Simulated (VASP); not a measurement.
H13O6F, 20 atoms in the cell. The cell holds a amorphous, 20 atoms: a = 6.175 Å, b = 6.175 Å, c = 6.175 Å, α = 90.00°, β = 90.00°, γ = 90.00°. The cell was built by a generator and needn't be a form met in nature.

- Program: VASP 6.6.1
- Task: single point
- Functional: LDA
- Potentials or basis: VASP PAW LDA potentials, release 64 (O, H, F)
- Cutoff: 520 eV
- k mesh: 1 × 1 × 1
- Occupations: fermi-dirac, width 0.05 eV
- Spin: no spin polarisation
- Dipole correction: no
- Further INCAR settings: LREAL = Auto; ALGO = Normal; EDIFF = 1e-06; NBANDS = 44

Potentials or basis: VASP PAW LDA potentials, release 64 (O, H, F).

The run is started by

```sh
$ cat potpaw_LDA.64/O/POTCAR potpaw_LDA.64/H/POTCAR potpaw_LDA.64/F/POTCAR > POTCAR
$ mpirun -np 1 vasp_gam > vasp.out
```

Hardware: 1 thread of Intel(R) Xeon(R) Platinum 8375C CPU @ 2.90GHz (Ice Lake) (shared host).

Problem. Estimate the wall time of this run.

Solution. It took 20 s on 1 thread of Intel(R) Xeon(R) Platinum 8375C CPU @ 2.90GHz (Ice Lake), on a shared host, peak memory 0.23 GiB. Counts: scf iterations 17, k points 1.
